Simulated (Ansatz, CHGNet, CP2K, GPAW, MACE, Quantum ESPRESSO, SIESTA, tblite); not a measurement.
## SIESTA on wurtzite SiC, size series (72 atoms): settings against a plane-wave reference

Wanted: SIESTA inputs and outputs for wurtzite SiC, size series (72 atoms), checked against a plane-wave reference.

Calculated with SIESTA 5.4.2; the method is named at each step.

**1. Starting point**

The cell holds 72 atoms: 36 Si and 36 C. Its edges and angles: a = 9.228 Å, b = 9.228 Å, c = 10.096 Å, α = 90.0°, β = 90.0°, γ = 120.0°. It derives from SiC (wurtzite), repeated 3×3×2. Wurtzite SiC (a = 3.076 Å, c = 5.048 Å), 3 x 3 x 2 conventional cells; ideal positions. Then every atom was moved at random, 0.03 Å r.m.s. a Cartesian component.

The yardstick, on the same geometry:

| Item | Value |
| --- | --- |
| method | Kohn-Sham DFT, PBE, SSSP efficiency 1.3.0 pseudopotentials, plane waves (Quantum ESPRESSO 7.5); sssp-pbe-1.3.0-efficiency, cutoffs 45/360 Ry, Γ point |
| r.m.s. force component | 0.9835 eV/Å |
| longest force | 4.47 eV/Å |
| pressure | 5.384 GPa |
| gap (highest filled to lowest empty level) | 1.994 eV |
| time | 89 s on 2 MPI ranks of Arm Neoverse V1, shared host |
| CPU time | 3 min |

**2. PBE, DZP, shift 0.01 Ry, mesh 300 Ry**

Method: Kohn-Sham DFT, PBE, PseudoDojo 0.4.1 norm-conserving pseudopotentials (converted to PSML), numerical atomic orbitals (DZP), diagonalisation.

The .psml files are PseudoDojo norm-conserving potentials that we converted to this format, checked against plane waves on the same files for H, C, O, Si, Ge and Ca alone.

input.fdf reads:

```
SystemLabel cell
NumberOfAtoms 72
NumberOfSpecies 2
%block ChemicalSpeciesLabel
  1 14 Si
  2 6 C
%endblock ChemicalSpeciesLabel
LatticeConstant 1.0 Ang
%block LatticeVectors
  9.22800 0.00000 0.00000
  -4.61400 7.99168 0.00000
  0.00000 0.00000 10.09600
%endblock LatticeVectors
PAO.BasisSize DZP
PAO.EnergyShift 0.01 Ry
XC.Functional GGA
XC.Authors PBE
MeshCutoff 300 Ry
%block kgrid_Monkhorst_Pack
  1 0 0 0.0
  0 1 0 0.0
  0 0 1 0.0
%endblock kgrid_Monkhorst_Pack
SolutionMethod diagon
OccupationFunction FD
ElectronicTemperature 580 K
SCF.Mixer.Method Pulay
SCF.Mixer.Weight 0.15
SCF.Mixer.History 8
SCF.Mix Hamiltonian
MaxSCFIterations 300
SCF.DM.Tolerance 1e-04
SCF.H.Tolerance 1.0e-3 eV
WriteForces T
Write.HirshfeldPop T
Write.VoronoiPop T
Write.DM F
Write.H F
XML.Write F
AtomicCoordinatesFormat Fractional
%block AtomicCoordinatesAndAtomicSpecies
  0.00790 0.00894 0.00317 1
  0.10932 0.22534 0.05961 2
  0.10937 0.21982 0.24977 1
  0.00141 1.00000 0.31162 2
  0.99777 0.99682 0.50083 1
  0.10631 0.21872 0.56114 2
  0.11349 0.22816 0.75296 1
  0.00243 0.00328 0.80947 2
  0.99643 0.33193 0.99889 1
  0.11287 0.56274 0.06335 2
  0.11583 0.55566 0.24901 1
  0.99775 0.33948 0.31070 2
  0.00352 0.33141 0.49943 1
  0.11087 0.55236 0.56191 2
  0.10364 0.55059 0.74867 1
  0.00101 0.33240 0.81313 2
  0.99942 0.66467 0.99322 1
  0.11065 0.88879 0.06515 2
  0.11112 0.88343 0.25179 1
  0.00455 0.67058 0.30774 2
  0.99969 0.66961 0.50264 1
  0.11669 0.89003 0.56490 2
  0.10809 0.88768 0.74922 1
  0.99983 0.66594 0.82131 2
  0.33049 0.00474 0.00204 1
  0.44517 0.21725 0.06476 2
  0.44879 0.21980 0.24700 1
  0.33248 0.99799 0.30666 2
  0.33540 0.00166 0.49664 1
  0.44689 0.21751 0.56130 2
  0.45062 0.22424 0.75291 1
  0.33359 0.00409 0.80994 2
  0.33229 0.32847 0.99778 1
  0.44707 0.56336 0.06230 2
  0.44330 0.55451 0.24884 1
  0.33031 0.33255 0.31613 2
  0.32906 0.33400 0.50340 1
  0.44843 0.56207 0.56509 2
  0.45122 0.56306 0.74896 1
  0.32953 0.33402 0.81133 2
  0.33534 0.66942 0.00245 1
  0.44472 0.88942 0.05931 2
  0.43856 0.88482 0.25164 1
  0.32825 0.66315 0.31086 2
  0.33316 0.67156 0.50245 1
  0.44380 0.88254 0.56105 2
  0.44351 0.88864 0.74464 1
  0.32633 0.66088 0.81515 2
  0.66170 0.99524 0.99724 1
  0.78118 0.22085 0.06364 2
  0.77726 0.22222 0.25148 1
  0.66202 0.99782 0.31130 2
  0.66543 0.99617 0.50617 1
  0.78295 0.22527 0.56432 2
  0.77932 0.22021 0.74985 1
  0.66162 0.00091 0.81734 2
[... 12 atom lines left out ...]
  0.66253 0.66156 0.50334 1
  0.78492 0.89085 0.56274 2
  0.77986 0.89139 0.75268 1
  0.66585 0.66323 0.81700 2
%endblock AtomicCoordinatesAndAtomicSpecies
```

Command:

```bash
> OMP_NUM_THREADS=1 mpirun -np 2 siesta < input.fdf > output.txt
```

The program printed:

```text
Version         : 5.4.2
reinit: System Name:
reinit: System Label: cell
initatom: Reading input for the pseudopotentials and atomic orbitals ----------
Species number:   1 Atomic number:   14 Label: Si
Species number:   2 Atomic number:    6 Label: C
Ground state valence configuration (from tables):   3s02  3p02  3d00  4f00
Ground state valence configuration (from tables):   2s02  2p02  3d00  4f00
---- Processing specs for species: Si
GGA--PBE XC_GGA_X_PBE--XC_GGA_C_PBE pb
---- Processing specs for species: C
GGA--PBE XC_GGA_X_PBE--XC_GGA_C_PBE pb
Si pseudopotential only contains V_ls up to l=2 -- lmxkb reset.
C pseudopotential only contains V_ls up to l=1 -- lmxkb reset.
Using PAO.SplitTailNorm
%block ChemicalSpeciesLabel
    1   14 Si                      # Species index, atomic number, species label
    2    6 C                       # Species index, atomic number, species label
%endblock ChemicalSpeciesLabel
%block PAO.Basis                 # Define Basis set
Si                    2                    # Species label, number of l-shells
 n=3   0   2                         # n, l, Nzeta
   5.392      3.847
   1.000      1.000
 n=3   1   2 P   1                   # n, l, Nzeta, Polarization, NzetaPol
   6.844      4.952
   1.000      1.000
C                     2                    # Species label, number of l-shells
 n=2   0   2                         # n, l, Nzeta
   4.484      3.048
   1.000      1.000
 n=2   1   2 P   1                   # n, l, Nzeta, Polarization, NzetaPol
   5.436      3.692
   1.000      1.000
%endblock PAO.Basis
coor:   Atomic-coordinates input format  =     Fractional
siesta: System type = bulk
initatomlists: Number of atoms, orbitals, and projectors:     72   936   936
siesta: ******************** Simulation parameters ****************************
Total number of electrons:   288.000000
Total ionic charge:   288.000000
 Kpoints in:            1 . Kpoints trimmed:            1
siesta: k-grid: Number of k-points = 1
siesta: k-points from Monkhorst-Pack grid
siesta: k-cutoff (effective) =     4.614 Ang
siesta: k-point supercell and displacements
siesta: k-grid:     1     0     0      0.000
siesta: k-grid:     0     1     0      0.000
siesta: k-grid:     0     0     1      0.000
                     ====================================
                        Single-point calculation
                     ====================================
outcell: Unit cell vectors (Ang):
        9.228000    0.000000    0.000000
       -4.614000    7.991680    0.000000
        0.000000    0.000000   10.096000
outcell: Cell vector modules (Ang)   :    9.228000    9.227998   10.096000
outcell: Cell angles (23,13,12) (deg):     90.0000     90.0000    120.0000
outcell: Cell volume (Ang**3)        :    744.5520
Gamma-point calculation with multiply-connected orbital pairs
Gamma-point calculation with multiply-connected orbital pairs
Folding of H and S implicitly performed
Folding of H and S implicitly performed
new_DM -- step:     1
Initializing Density Matrix...
Attempting to read DM from file... Failed...
DM filled with atomic data:
InitMesh: MESH = 90 x 90 x 108 = 874800
InitMesh: Mesh cutoff (required, used) =   300.000   316.265 Ry
stepf: Fermi-Dirac step function
        iscf     Eharris(eV)        E_KS(eV)     FreeEng(eV)     dDmax    Ef(eV) dHmax(eV)
   scf:    1    -9683.329578    -9974.824077    -9974.824077  1.833253 -4.878825  7.345671
   scf:    2   -10039.720293   -10009.434851   -10009.434851  0.062102 -5.214979  4.211360
   scf:    3   -10047.190716   -10034.092995   -10034.092995  0.102249 -4.708623  1.057312
   scf:    4   -10034.519985   -10034.485412   -10034.485413  0.018586 -4.632742  0.369726
   scf:    5   -10034.419272   -10034.485193   -10034.485193  0.003200 -4.627689  0.381116
   scf:    6   -10034.530421   -10034.517378   -10034.517378  0.003494 -4.621052  0.071364
[...]
scf:   10   -10034.525498   -10034.525483   -10034.525483  0.000096 -4.608909  0.001398
   scf:   11   -10034.525489   -10034.525486   -10034.525486  0.000110 -4.608955  0.000407
   scf:   12   -10034.525486   -10034.525486   -10034.525486  0.000024 -4.608963  0.000276
SCF Convergence by DM+H criterion
max |DM_out - DM_in|         :     0.0000241164
max |H_out - H_in|      (eV) :     0.0002764757
SCF cycle converged after 12 iterations
Using DM_out to compute the final energy and forces
siesta: E_KS(eV) =           -10034.5255
siesta: E_KS - E_eggbox =    -10034.5255
siesta: Atomic forces (eV/Ang):
     1   -0.666001   -2.090179   -0.409053
     2    0.882097    0.326311    0.602836
     3   -0.355437    0.650675    0.370295
     4   -0.162630   -0.324952   -0.085544
     5    0.995011    0.530073   -0.490990
     6    0.887513    0.355124    0.591245
[...]
70   -1.526498   -1.109268    0.695221
    71   -0.205395   -0.247501    0.115559
    72    0.173874    1.113631   -1.697507
----------------------------------------
   Tot   -0.000733    0.002155   -0.004993
----------------------------------------
   Max    4.648680
   Res    1.023562    sqrt( Sum f_i^2 / 3N )
----------------------------------------
   Max    4.648680    constrained
Stress tensor Voigt[x,y,z,yz,xz,xy] (kbar):      -77.66      -79.55      -67.16        2.77        1.20       -9.80
(Free)E + p*V (eV/cell)    -9999.7700
Target enthalpy (eV/cell)   -10034.5255
siesta: Program's energy decomposition (eV):
siesta: Ebs     =     -3383.737383
siesta: Eions   =     17139.289419
siesta: Ena     =      4831.537586
siesta: Ekin    =      5773.149254
siesta: Enl     =       307.677478
siesta: DEna    =      -134.870232
siesta: DUscf   =        37.762746
siesta: Ex      =     -3330.112700
siesta: Ec      =      -380.380199
siesta: Exc     =     -3710.492899
siesta: Eharris =    -10034.525486
siesta: Etot    =    -10034.525486
siesta: FreeEng =    -10034.525486
siesta: Final energy (eV):
siesta:  Band Struct. =   -3383.737383
siesta:       Kinetic =    5773.149254
siesta:       Hartree =    1184.102951
siesta:         Exch. =   -3330.112700
siesta:         Corr. =    -380.380199
siesta:   Exch.-corr. =   -3710.492899
siesta:  Ion-electron =   -7514.409583
siesta:       Ion-ion =   -5766.875209
siesta:         Total =  -10034.525486
siesta:         Fermi =      -4.608963
siesta: Stress tensor (static) (eV/Ang**3):
siesta:    -0.048470   -0.006119    0.000750
siesta:    -0.006119   -0.049649    0.001729
siesta:     0.000750    0.001729   -0.041920
siesta: Cell volume =        744.551964 Ang**3
siesta: Pressure (static):
siesta:                Solid            Molecule  Units
siesta:           0.00050841          0.00003211  Ry/Bohr**3
siesta:           0.04667970          0.00294831  eV/Ang**3
siesta:          74.78911989          4.72371218  kBar
    Orbital volume contribution        =          40.902524 eV
    (Free)E + p_basis*V_orbitals       =       -9993.622962 eV
    (Free)Eharris+ p_basis*V_orbitals  =       -9993.622962 eV
Hirshfeld Atomic Populations:
Atom #   charge [q] valence [e]  Species
     1     0.275545    3.724455  Si
     2    -0.272706    4.272706  C
     3     0.275350    3.724650  Si
     4    -0.275396    4.275396  C
     5     0.278586    3.721414  Si
     6    -0.274103    4.274103  C
     7     0.275049    3.724951  Si
     8    -0.274524    4.274524  C
     9     0.279718    3.720282  Si
    10    -0.275855    4.275855  C
    11     0.263412    3.736588  Si
    12    -0.274574    4.274574  C
[...]
--------------------
 Total    -0.000016
Voronoi Atomic Populations:
Atom #   charge [q] valence [e]  Species
[...]
67     0.376282    3.623718  Si
    68    -0.382885    4.382885  C
    69     0.386032    3.613968  Si
    70    -0.382357    4.382357  C
    71     0.378877    3.621123  Si
    72    -0.381258    4.381258  C
--------------------
 Total    -0.000015
```

It took 2.1 min on 2 MPI ranks of Arm Neoverse V1, shared host; peak memory 1.2 GiB; 4.3 min of CPU time.

Banners, paths, timers and routine set-up lines are dropped from the logs unmarked, and long logs keep their key lines alone; longer cuts are marked.

Numbers from this run, and their distance from the reference:

```
r.m.s. force component                           : 1.024 eV/Å
r.m.s. difference of force components            : 51.31 meV/Å
longest difference of force vectors              : 207.6 meV/Å
force difference over r.m.s. force               : 5.217 %
slope of forces against the reference's          : 1.04
correlation of force components                  : 0.9995
gap (highest filled to lowest empty level) : 1.965 eV
gap difference                                   : -0.029 eV
pressure                                         : 7.479 GPa
pressure difference                              : 2.095 GPa
```

Length of the force difference by element (eV/Å):

| element | atoms | mean | most |
| --- | --- | --- | --- |
| C | 36 | 0.086 | 0.21 |
| Si | 36 | 0.075 | 0.15 |

Levels nearest the highest filled one (eV from it): -1.04, -1.00, -0.93, -0.92, -0.89, -0.82, -0.73, -0.72, -0.62, -0.18, -0.06, 0.00, 1.97, 1.99, 3.06, 3.07, 3.10, 3.12, 3.15, 3.16, 3.45, 3.50, 3.58, 3.58.

A closer look about C26, picked at random: 9 atoms, nearest first, numbered in the order of the input, with positions taken from that point.

```
atom      x      y      z  distance (Å)  bonds  Hirshfeld charge (e)     Fx     Fy  Fz (eV/Å)
 C26   0.00   0.00   0.00          0.00      4                 -0.27  -0.51   1.57      -0.94
Si25  -0.08  -1.70  -0.63          1.81      4                  0.27   1.06  -2.02      -0.71
Si27   0.02   0.02   1.84          1.84      4                  0.28  -1.35   0.42       1.49
Si57   1.52   0.89  -0.68          1.89      4                  0.28   0.50   1.00       0.69
Si33  -1.55   0.89  -0.68          1.91      4                  0.29  -0.30   1.52       0.66
 C28  -0.03  -1.75   2.44          3.01      4                 -0.27   0.03   0.34       1.09
 C42   1.51  -2.62  -0.06          3.02      4                 -0.28  -0.71   0.30       0.61
 C18  -1.57  -2.62   0.00          3.06      4                 -0.28  -0.14   0.31      -0.92
 C60   1.51   0.95   2.49          3.06      4                 -0.27   0.11  -0.68       0.10
```

Forces lie 5.2 % from the reference's, at 1.4 times its CPU time.

**3. PBE, TZP, shift 0.01 Ry, mesh 300 Ry**

Method: Kohn-Sham DFT, PBE, PseudoDojo 0.4.1 norm-conserving pseudopotentials (converted to PSML), numerical atomic orbitals (TZP), diagonalisation.

Changes to input.fdf since step 2:

```diff
@@ -13,3 +13,3 @@
 %endblock LatticeVectors
-PAO.BasisSize DZP
+PAO.BasisSize TZP
 PAO.EnergyShift 0.01 Ry
```

The program printed:

```text
Version         : 5.4.2
reinit: System Name:
reinit: System Label: cell
initatom: Reading input for the pseudopotentials and atomic orbitals ----------
Species number:   1 Atomic number:   14 Label: Si
Species number:   2 Atomic number:    6 Label: C
Ground state valence configuration (from tables):   3s02  3p02  3d00  4f00
Ground state valence configuration (from tables):   2s02  2p02  3d00  4f00
---- Processing specs for species: Si
GGA--PBE XC_GGA_X_PBE--XC_GGA_C_PBE pb
---- Processing specs for species: C
GGA--PBE XC_GGA_X_PBE--XC_GGA_C_PBE pb
[... lines left out ...]
stepf: Fermi-Dirac step function
        iscf     Eharris(eV)        E_KS(eV)     FreeEng(eV)     dDmax    Ef(eV) dHmax(eV)
[... lines left out ...]
SCF Convergence by DM+H criterion
[... lines left out ...]
SCF cycle converged after 12 iterations
[... lines left out ...]
   Max    4.618682
[... lines left out ...]
   Max    4.618682    constrained
Stress tensor Voigt[x,y,z,yz,xz,xy] (kbar):      -77.73      -79.61      -68.80        2.87        1.20       -9.93
[... lines left out ...]
siesta: FreeEng =    -10038.667397
[... lines left out ...]
siesta:   Exch.-corr. =   -3709.685041
siesta:  Ion-electron =   -7507.365728
siesta:       Ion-ion =   -5766.875209
siesta:         Total =  -10038.667397
siesta:         Fermi =      -4.616866
siesta: Stress tensor (static) (eV/Ang**3):
siesta:    -0.048518   -0.006196    0.000749
siesta:    -0.006196   -0.049687    0.001794
siesta:     0.000749    0.001794   -0.042941
siesta: Cell volume =        744.551964 Ang**3
siesta: Pressure (static):
siesta:                Solid            Molecule  Units
siesta:           0.00051242          0.00003137  Ry/Bohr**3
siesta:           0.04704829          0.00288006  eV/Ang**3
siesta:          75.37966923          4.61436434  kBar
    Orbital volume contribution        =          51.245621 eV
    (Free)E + p_basis*V_orbitals       =       -9987.421776 eV
    (Free)Eharris+ p_basis*V_orbitals  =       -9987.421776 eV
Hirshfeld Atomic Populations:
Atom #   charge [q] valence [e]  Species
     1     0.276645    3.723355  Si
     2    -0.273607    4.273607  C
     3     0.276484    3.723516  Si
     4    -0.276504    4.276504  C
     5     0.279629    3.720371  Si
     6    -0.275046    4.275046  C
[...]
--------------------
 Total    -0.000020
Voronoi Atomic Populations:
Atom #   charge [q] valence [e]  Species
[...]
69     0.392218    3.607782  Si
    70    -0.388925    4.388925  C
    71     0.385286    3.614714  Si
    72    -0.387592    4.387592  C
--------------------
 Total    -0.000020
```

Run time: 3 min. Hardware: 2 MPI ranks; peak memory 1.5 GiB; 6.1 min of CPU time.

Against the reference:

```yaml
r_m_s_force_component: 1.028 eV/Å
r_m_s_difference_of_force_components: 53.31 meV/Å
longest_difference_of_force_vectors: 178.2 meV/Å
force_difference_over_r_m_s_force: 5.42 %
slope_of_forces_against_the_reference_s: 1.044
correlation_of_force_components: 0.9996
spacing_of_highest_filled_and_lowest_empty_level: 1.996 eV
gap_difference: 0.0014 eV
pressure: 7.538 GPa
pressure_difference: 2.154 GPa
```

Against the first run (5.2 %), the force difference from the reference is 5.4 %, at 1.4 times the CPU time, with 1224 basis functions against 936: size alone doesn't set the difference here.

The run ends at a pressure of 7.54 GPa, with forces up to 4.6 eV/Å.

(Continued in part 2 of 2.)

[Also dropped from logs without a mark: logging warnings of Python, and SIESTA's first energy breakdown and zero terms.]

[Logs are printed without paths, hosts, clocks, repeated set-up lines and the standing remarks that a program may print on its own settings, such as how far it seeks lower states.]

[Hosts, paths, dates, database ids (printed as entryN), source tags and the programs' standing remarks are cut or masked in the printed files.]
